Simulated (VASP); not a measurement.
# BaS (Fm-3m) in VASP: further runs, part 2 of 3

VASP 6.6.1. The steps go on from the part before.

**3. Band structure, rSCAN**

File INCAR:

```
ALGO = Normal ; EDIFF = 1E-6
ENCUT = 520 ; ISIF = 2
ISMEAR = -1 ; LASPH = True
LCHARG = False ; LMIXTAU = True
LREAL = False ; LWAVE = False
METAGGA = RSCAN ; NELM = 80
PREC = Accurate ; SIGMA = 0.05
```

File KPOINTS:

```
k-points
0
Gamma
  7 7 7
```

File POSCAR:

```
BaS
1.0
    0.0000000000      3.1937500000      3.1937500000
    3.1937500000      0.0000000000      3.1937500000
    3.1937500000      3.1937500000      0.0000000000
Ba S
1 1
Direct
    0.0000000000      0.0000000000      0.0000000000
    0.5000000000      0.5000000000      0.5000000000
```

File KPOINTS_OPT:

```
path GXWKGLUWLK,UX
10
line-mode
reciprocal
 0.0000000000  0.0000000000  0.0000000000  G
 0.5000000000  0.0000000000  0.5000000000  X

 0.5000000000  0.0000000000  0.5000000000  X
 0.5000000000  0.2500000000  0.7500000000  W

 0.5000000000  0.2500000000  0.7500000000  W
 0.3750000000  0.3750000000  0.7500000000  K

 0.3750000000  0.3750000000  0.7500000000  K
 0.0000000000  0.0000000000  0.0000000000  G

 0.0000000000  0.0000000000  0.0000000000  G
 0.5000000000  0.5000000000  0.5000000000  L

 0.5000000000  0.5000000000  0.5000000000  L
 0.6250000000  0.2500000000  0.6250000000  U

 0.6250000000  0.2500000000  0.6250000000  U
 0.5000000000  0.2500000000  0.7500000000  W

 0.5000000000  0.2500000000  0.7500000000  W
 0.5000000000  0.5000000000  0.5000000000  L

 0.5000000000  0.5000000000  0.5000000000  L
 0.3750000000  0.3750000000  0.7500000000  K

 0.6250000000  0.2500000000  0.6250000000  U
 0.5000000000  0.0000000000  0.5000000000  X
```

Potentials or basis: VASP PAW PBE potentials, release 64 (Ba_sv, S).

Run with:

```bash
cat potpaw_PBE.64/Ba_sv/POTCAR potpaw_PBE.64/S/POTCAR > POTCAR
mpirun -np 1 vasp_std > vasp.out
```

OUTCAR:

```text
EDIFF = 1E-6
   ENCUT = 520
   ISIF = 2
   ISMEAR = -1
   LASPH = True
   LREAL = False
   METAGGA = RSCAN
   NELM = 80
   PREC = Accurate

 ion  position               nearest neighbor table
   1  0.000  0.000  0.000-   2 3.19   2 3.19   2 3.19   2 3.19   2 3.19   2 3.19
   2  0.500  0.500  0.500-   1 3.19   1 3.19   1 3.19   1 3.19   1 3.19   1 3.19

  LATTYP: Found a face centered cubic cell.
 ALAT       =     6.3875000000

  Lattice vectors:

 A1 = (   0.0000000000,   3.1937500000,   3.1937500000)
 A2 = (   3.1937500000,   0.0000000000,   3.1937500000)
 A3 = (   3.1937500000,   3.1937500000,   0.0000000000)

Analysis of symmetry for initial positions (statically):
=====================================================================
 Subroutine PRICEL returns:
 Original cell was already a primitive cell.

 Routine SETGRP: Setting up the symmetry group for a
 face centered cubic supercell.

 Subroutine GETGRP returns: Found 48 space group operations
 (whereof 48 operations were pure point group operations)
 out of a pool of 48 trial point group operations.

The static configuration has the point symmetry O_h .

Analysis of symmetry for dynamics (positions and initial velocities):
=====================================================================
 Subroutine PRICEL returns:
 Original cell was already a primitive cell.

 Routine SETGRP: Setting up the symmetry group for a
 face centered cubic supercell.

 Subroutine GETGRP returns: Found 48 space group operations
 (whereof 48 operations were pure point group operations)
 out of a pool of 48 trial point group operations.

The dynamic configuration has the point symmetry O_h .

 Subroutine INISYM returns: Found 48 space group operations
 (whereof 48 operations are pure point group operations),
 and found     1 'primitive' translations

----------------------------------------------------------------------------------------

                                     Primitive cell

[... 114 lines left out ...]
   LEPSILON=     F    determine dielectric tensor
   LRPA    =     F    only Hartree local field effects (RPA)
 non-spin polarized calculation
  energy-cutoff  :      520.00
  volume of cell :       65.15
 maximum number of plane-waves:      1807
 NGX is ok and might be reduce to    36
   NGX = 17   NGY = 17   NGZ = 17

 number of electron      16.0000001 magnetization

 Free energy of the ion-electron system (eV)
  ---------------------------------------------------
  ext. energy  EPLUGINS =         0.00000000
  ---------------------------------------------------
  free energy    TOTEN  =       -64.28405546 eV

  energy without entropy =      -64.28405546  energy(sigma->0) =      -64.28405546

 E-fermi :   2.1705     XC(G=0):  -9.1217

 val. band max:        1.1733077236   @ k =   0.0000   0.0000   0.0000
 cond. band min:       3.6764525767   @ k =   0.4286   0.4286   0.0000
 fundamental gap:      2.5031448531
 Fermi energy:         2.1704769941

 k-point     1 :       0.0000    0.0000    0.0000
  band No.  band energies     occupation
      1     -25.6176      2.00000
      2     -10.2567      2.00000
      3     -10.2567      2.00000
      4     -10.2567      2.00000
      5      -9.6151      2.00000
      6       1.1733      2.00000
      7       1.1733      2.00000
      8       1.1733      2.00000
      9       5.3450      0.00000
     10       5.4573      0.00000
     11       5.4573      0.00000
     12       5.4573      0.00000
[... 271 lines left out ...]
 k-point    20 :      -0.2857    0.4286    0.1429
  band No.  band energies     occupation
      1     -25.5574      2.00000
      2     -10.9560      2.00000
      3     -10.6215      2.00000
      4     -10.4751      2.00000
      5      -8.8803      2.00000
      6       0.0397      2.00000
      7       0.5910      2.00000
      8       0.6597      2.00000
      9       5.4944      0.00000
     10       6.4415      0.00000
     11       8.1919      0.00000
     12       8.9056      0.00000

------------------------ aborting loop because EDIFF is reached ----------------------------------------

  FORCE on cell =-STRESS in cart. coord.  units (eV):
  Direction    XX          YY          ZZ          XY          YZ          ZX
  --------------------------------------------------------------------------------------
  -------------------------------------------------------------------------------------
  Total        0.4992329      0.4992329      0.4992329     -0.0000000      0.0000000     -0.0000000
  in kB       12.2766829     12.2766829     12.2766829     -0.0000000      0.0000000     -0.0000000
  external PRESSURE =      12.2766829 kB  Pullay stress =       0.0000000 kB

 VOLUME and BASIS-vectors are now :
 -----------------------------------------------------------------------------
  energy-cutoff  :      520.00
  volume of cell :       65.15
      direct lattice vectors                 reciprocal lattice vectors
     0.000000000  3.193750000  3.193750000    -0.156555773  0.156555773  0.156555773
     3.193750000  0.000000000  3.193750000     0.156555773 -0.156555773  0.156555773
     3.193750000  3.193750000  0.000000000     0.156555773  0.156555773 -0.156555773

 POSITION                                       TOTAL-FORCE (eV/Angst)
 -----------------------------------------------------------------------------------
      0.00000      0.00000      0.00000        -0.000000      0.000000     -0.000000
      3.19375      3.19375      3.19375         0.000000      0.000000      0.000000
 -----------------------------------------------------------------------------------
    total drift:                                0.000000      0.000000      0.000000

  FREE ENERGIE OF THE ION-ELECTRON SYSTEM (eV)
  ---------------------------------------------------
  free  energy   TOTEN  =       -64.2840554570 eV

  energy  without entropy=      -64.2840554569  energy(sigma->0) =      -64.28405546
```

OSZICAR:

```text
N       E                     dE             d eps       ncg     rms          rms(c)
DAV:   1     0.350864114472E+02    0.35086E+02   -0.69753E+03   480   0.119E+03
DAV:   2    -0.625206631691E+02   -0.97607E+02   -0.90033E+02   668   0.199E+02
DAV:   3    -0.681345685466E+02   -0.56139E+01   -0.55695E+01   600   0.525E+01
DAV:   4    -0.682795157385E+02   -0.14495E+00   -0.14468E+00   712   0.875E+00
DAV:   5    -0.682827436603E+02   -0.32279E-02   -0.32274E-02   640   0.103E+00    0.499E+00
DAV:   6    -0.640384259338E+02    0.42443E+01   -0.16117E+00   648   0.927E+00    0.401E+00
DAV:   7    -0.639442223499E+02    0.94204E-01   -0.74378E-01   536   0.813E+00    0.194E+00
DAV:   8    -0.640143278820E+02   -0.70106E-01   -0.69861E-01   524   0.825E+00    0.164E+00
DAV:   9    -0.642484764583E+02   -0.23415E+00   -0.49106E-01   516   0.698E+00    0.396E-01
DAV:  10    -0.642622288134E+02   -0.13752E-01   -0.85211E-02   496   0.300E+00    0.474E-01
[... 41 further cycles ...]
DAV:   7    -0.261781335886E+04   -0.96336E-05      588
DAV:   8    -0.261781335898E+04   -0.11841E-06      416
       N       E                     dE             ncg
DAV:   1    -0.566296175006E+03   -0.10803E+05      480
DAV:   2    -0.250228424660E+04   -0.19360E+04      672
DAV:   3    -0.260427277215E+04   -0.10199E+03      656
DAV:   4    -0.260651242425E+04   -0.22397E+01      692
DAV:   5    -0.260654340537E+04   -0.30981E-01      648
DAV:   6    -0.260654424245E+04   -0.83707E-03      688
DAV:   7    -0.260654424660E+04   -0.41496E-05      552
DAV:   8    -0.260654424671E+04   -0.11255E-06      416
```

stdout:

```text
POSCAR found type information on POSCAR BaS
 POSCAR found :  2 types and       2 ions
 scaLAPACK will be used
 -----------------------------------------------------------------------------
|                                                                             |
|                                                                             |
|     You enforced a specific xc type in the INCAR file but a different       |
|     I HOPE YOU KNOW WHAT YOU ARE DOING!                                     |
|                                                                             |
 -----------------------------------------------------------------------------

 LDA part: xc-table for (None), standard interpolation
 POSCAR, INCAR and KPOINTS ok, starting setup
 FFT: planning ... GRIDC
 FFT: planning ... GRID_SOFT
 FFT: planning ... GRID
 WAVECAR not read
 entering main loop
 Start KPOINTS_OPT (optional k-point list driver)
k-point batch [1-20\100]
k-point batch [21-40\100]
k-point batch [41-60\100]
k-point batch [61-80\100]
k-point batch [81-100\100]
```

Wall time 100 s (1 thread of Intel Xeon 6975P-C (Granite Rapids), shared host); peak memory 0.22 GiB.

What came out:

```
Free energy             : -64.2841 eV
Pressure                : 1.2 GPa
Band gap on the k mesh  : 2.50 eV, indirect (least direct gap 2.65 eV)
Band gap along the path : 2.44 eV, indirect (least direct gap 2.58 eV)
```

Levels at the corners of the path, in eV from the valence-band top:
```
point  band 5  band 6  band 7  band 8  band 9  band 10  band 11  band 12
    Γ  -10.79    0.00    0.00    0.00    4.17     4.28     4.28     4.28
    X  -10.70   -0.52   -0.13   -0.13    2.44     6.49     6.67     8.02
    X  -10.70   -0.52   -0.13   -0.13    2.44     6.49     6.67     8.02
    W  -10.09   -1.11   -0.49   -0.49    4.69     4.69     6.90     7.54
    W  -10.09   -1.11   -0.49   -0.49    4.69     4.69     6.90     7.54
    K  -10.14   -0.93   -0.61   -0.54    3.66     6.43     7.21     7.27
    K  -10.14   -0.93   -0.61   -0.54    3.66     6.43     7.21     7.27
    Γ  -10.79    0.00    0.00    0.00    4.17     4.28     4.28     4.28
    Γ  -10.79    0.00    0.00    0.00    4.17     4.28     4.28     4.28
    L   -9.45   -1.92   -1.09   -1.09    6.01     6.12     6.83     6.83
    L   -9.45   -1.92   -1.09   -1.09    6.01     6.12     6.83     6.83
    U  -10.14   -0.93   -0.61   -0.54    3.66     6.43     7.21     7.27
    U  -10.14   -0.93   -0.61   -0.54    3.66     6.43     7.21     7.27
    W  -10.09   -1.11   -0.49   -0.49    4.69     4.69     6.90     7.54
    W  -10.09   -1.11   -0.49   -0.49    4.69     4.69     6.90     7.54
    L   -9.45   -1.92   -1.09   -1.09    6.01     6.12     6.83     6.83
    L   -9.45   -1.92   -1.09   -1.09    6.01     6.12     6.83     6.83
    K  -10.14   -0.93   -0.61   -0.54    3.66     6.43     7.21     7.27
    U  -10.14   -0.93   -0.61   -0.54    3.66     6.43     7.21     7.27
    X  -10.70   -0.52   -0.13   -0.13    2.44     6.49     6.67     8.02
```

Caveat: the PAW data sets were made with another functional, which shifts forces and pressure a little; spin-orbit coupling is left out, which moves the levels of the heavy elements.

**4. Band structure, PBE**

POSCAR is that of step 3.

File INCAR.step1:

```
SYSTEM = BaS
ALGO     = Normal         ! electronic algorithm
EDIFF    = 1E-6           ! SCF threshold, eV
ENCUT    = 500            ! plane-wave cutoff, eV
GGA      = PE             ! functional
ISIF     = 2              ! what is computed and relaxed
ISMEAR   = -1             ! smearing method
LASPH    = .True.         ! aspherical terms in the spheres
LCHARG   = .True.         ! write CHGCAR
LREAL    = .False.        ! projectors in reciprocal space
LWAVE    = .False.        ! write WAVECAR
NBANDS   = 15             ! bands
NELM     = 100            ! most SCF steps
PREC     = Accurate       ! precision mode
SIGMA    = 0.05           ! smearing width, eV
```

File KPOINTS.step1:

```
k-points
0
Gamma
  7 7 7
  0 0 0
```

File INCAR.step2:

```
SYSTEM = BaS
ALGO     = Normal         ! electronic algorithm
EDIFF    = 1E-6           ! SCF threshold, eV
ENCUT    = 500            ! plane-wave cutoff, eV
GGA      = PE             ! functional
ICHARG   = 11             ! starting density
ISIF     = 2              ! what is computed and relaxed
ISMEAR   = 0              ! smearing method
LASPH    = .True.         ! aspherical terms in the spheres
LCHARG   = .False.        ! write CHGCAR
LREAL    = .False.        ! projectors in reciprocal space
LWAVE    = .False.        ! write WAVECAR
NBANDS   = 15             ! bands
NELM     = 100            ! most SCF steps
PREC     = Accurate       ! precision mode
SIGMA    = 0.05           ! smearing width, eV
```

File KPOINTS.step2:

```
path GXWKGLUWLK,UX
15
line-mode
reciprocal
 0.0000000000  0.0000000000  0.0000000000  G
 0.5000000000  0.0000000000  0.5000000000  X

 0.5000000000  0.0000000000  0.5000000000  X
 0.5000000000  0.2500000000  0.7500000000  W

 0.5000000000  0.2500000000  0.7500000000  W
 0.3750000000  0.3750000000  0.7500000000  K

 0.3750000000  0.3750000000  0.7500000000  K
 0.0000000000  0.0000000000  0.0000000000  G

 0.0000000000  0.0000000000  0.0000000000  G
 0.5000000000  0.5000000000  0.5000000000  L

 0.5000000000  0.5000000000  0.5000000000  L
 0.6250000000  0.2500000000  0.6250000000  U

 0.6250000000  0.2500000000  0.6250000000  U
 0.5000000000  0.2500000000  0.7500000000  W

 0.5000000000  0.2500000000  0.7500000000  W
 0.5000000000  0.5000000000  0.5000000000  L

 0.5000000000  0.5000000000  0.5000000000  L
 0.3750000000  0.3750000000  0.7500000000  K

 0.6250000000  0.2500000000  0.6250000000  U
 0.5000000000  0.0000000000  0.5000000000  X
```

Potentials or basis: VASP PAW PBE potentials, release 64 (Ba_sv, S).

Run with:

```bash
cat potpaw_PBE.64/Ba_sv/POTCAR potpaw_PBE.64/S/POTCAR > POTCAR
cp INCAR.step1 INCAR
cp KPOINTS.step1 KPOINTS
mpirun -np 1 vasp_std > vasp.out
cp INCAR.step2 INCAR
cp KPOINTS.step2 KPOINTS
mpirun -np 1 vasp_std > vasp.out
```

OUTCAR:

```text
SYSTEM = BaS
   EDIFF = 1E-6
   ENCUT = 500
   GGA = PE
   ICHARG = 11
   ISIF = 2
   ISMEAR = 0
   LASPH = .True.
   LREAL = .False.
   NELM = 100
   PREC = Accurate

 ion  position               nearest neighbor table
   1  0.000  0.000  0.000-   2 3.19   2 3.19   2 3.19   2 3.19   2 3.19   2 3.19
   2  0.500  0.500  0.500-   1 3.19   1 3.19   1 3.19   1 3.19   1 3.19   1 3.19

  LATTYP: Found a face centered cubic cell.
 ALAT       =     6.3875000000

  Lattice vectors:

 A1 = (   0.0000000000,   3.1937500000,   3.1937500000)
 A2 = (   3.1937500000,   0.0000000000,   3.1937500000)
 A3 = (   3.1937500000,   3.1937500000,   0.0000000000)

Analysis of symmetry for initial positions (statically):
=====================================================================
 Subroutine PRICEL returns:
 Original cell was already a primitive cell.

 Routine SETGRP: Setting up the symmetry group for a
 face centered cubic supercell.

 Subroutine GETGRP returns: Found 48 space group operations
 (whereof 48 operations were pure point group operations)
 out of a pool of 48 trial point group operations.

The static configuration has the point symmetry O_h .

[... 170 lines left out ...]
      7       1.4538      2.00000
      8       1.4538      2.00000
      9       5.0531      0.00000
     10       5.3226      0.00000
     11       5.3226      0.00000
     12       5.3226      0.00000
     13       6.2483      0.00000
     14       6.2483      0.00000
[... 401 lines left out ...]
      2     -10.1068      2.00000
      3     -10.1022      2.00000
      4      -9.9242      2.00000
      5      -8.4610      2.00000
      6       0.6825      2.00000
      7       0.9217      2.00000
      8       1.1117      2.00000
      9       4.3939      0.00000
     10       7.3511      0.00000
     11       7.5922      0.00000
     12       8.4038      0.00000
     13       8.9632      0.00000
     14       9.4124      0.00000
     15      11.0552      0.00000

 [... further k-points ...]

------------------------ aborting loop because EDIFF is reached ----------------------------------------

  FORCE on cell =-STRESS in cart. coord.  units (eV):
  Direction    XX          YY          ZZ          XY          YZ          ZX
  --------------------------------------------------------------------------------------
  -------------------------------------------------------------------------------------
  Total        2.3478497      2.3478497      2.3478497     -0.0000000      0.0000000     -0.0000000
  in kB       57.7361903     57.7361903     57.7361903     -0.0000000      0.0000000     -0.0000000
  external PRESSURE =      57.7361903 kB  Pullay stress =       0.0000000 kB

 VOLUME and BASIS-vectors are now :
 -----------------------------------------------------------------------------
  energy-cutoff  :      500.00
  volume of cell :       65.15
      direct lattice vectors                 reciprocal lattice vectors
     0.000000000  3.193750000  3.193750000    -0.156555773  0.156555773  0.156555773
     3.193750000  0.000000000  3.193750000     0.156555773 -0.156555773  0.156555773
     3.193750000  3.193750000  0.000000000     0.156555773  0.156555773 -0.156555773

 POSITION                                       TOTAL-FORCE (eV/Angst)
 -----------------------------------------------------------------------------------
      0.00000      0.00000      0.00000         0.000000      0.000000     -0.000000
      3.19375      3.19375      3.19375        -0.000000     -0.000000      0.000000
 -----------------------------------------------------------------------------------
    total drift:                                0.000000      0.000000      0.000000

  FREE ENERGIE OF THE ION-ELECTRON SYSTEM (eV)
  ---------------------------------------------------
  free  energy   TOTEN  =        -9.7263523119 eV

  energy  without entropy=       -9.7263523119  energy(sigma->0) =       -9.72635231
```

Wall time 39 s (1 thread of Intel Xeon 6975P-C (Granite Rapids), shared host); peak memory 0.28 GiB.

Results:

```
Band gap on the k mesh  : 2.17 eV, indirect (least direct gap 2.31 eV)
Band gap along the path : 2.11 eV, indirect (least direct gap 2.24 eV)
```

Levels at the corners of the path, in eV from the valence-band top:
```
point  band 5  band 6  band 7  band 8  band 9  band 10  band 11  band 12
    Γ  -10.36    0.00    0.00    0.00    3.60     3.87     3.87     3.87
    X  -10.27   -0.52   -0.14   -0.14    2.11     5.93     6.03     7.49
    X  -10.27   -0.52   -0.14   -0.14    2.11     5.93     6.03     7.49
    W   -9.73   -1.12   -0.49   -0.49    4.29     4.29     6.30     6.88
    W   -9.73   -1.12   -0.49   -0.49    4.29     4.29     6.30     6.88
    K   -9.77   -0.95   -0.61   -0.54    3.29     5.96     6.60     6.76
    K   -9.77   -0.95   -0.61   -0.54    3.29     5.96     6.60     6.76
    Γ  -10.36    0.00    0.00    0.00    3.60     3.87     3.87     3.87
    Γ  -10.36    0.00    0.00    0.00    3.60     3.87     3.87     3.87
    L   -9.12   -1.94   -1.09   -1.09    5.54     5.69     6.31     6.31
    L   -9.12   -1.94   -1.09   -1.09    5.54     5.69     6.31     6.31
    U   -9.77   -0.95   -0.61   -0.54    3.29     5.96     6.60     6.76
    U   -9.77   -0.95   -0.61   -0.54    3.29     5.96     6.60     6.76
    W   -9.73   -1.12   -0.49   -0.49    4.29     4.29     6.30     6.88
    W   -9.73   -1.12   -0.49   -0.49    4.29     4.29     6.30     6.88
    L   -9.12   -1.94   -1.09   -1.09    5.54     5.69     6.31     6.31
    L   -9.12   -1.94   -1.09   -1.09    5.54     5.69     6.31     6.31
    K   -9.77   -0.95   -0.61   -0.54    3.29     5.96     6.60     6.76
    U   -9.77   -0.95   -0.61   -0.54    3.29     5.96     6.60     6.76
    X  -10.27   -0.52   -0.14   -0.14    2.11     5.93     6.03     7.49
```

Caveat: the log is that of the step along the path at fixed density, whose energy, stress, charges and moments have no meaning; spin-orbit coupling is left out, which moves the levels of the heavy elements.

(Continued in part 3 of 3.)
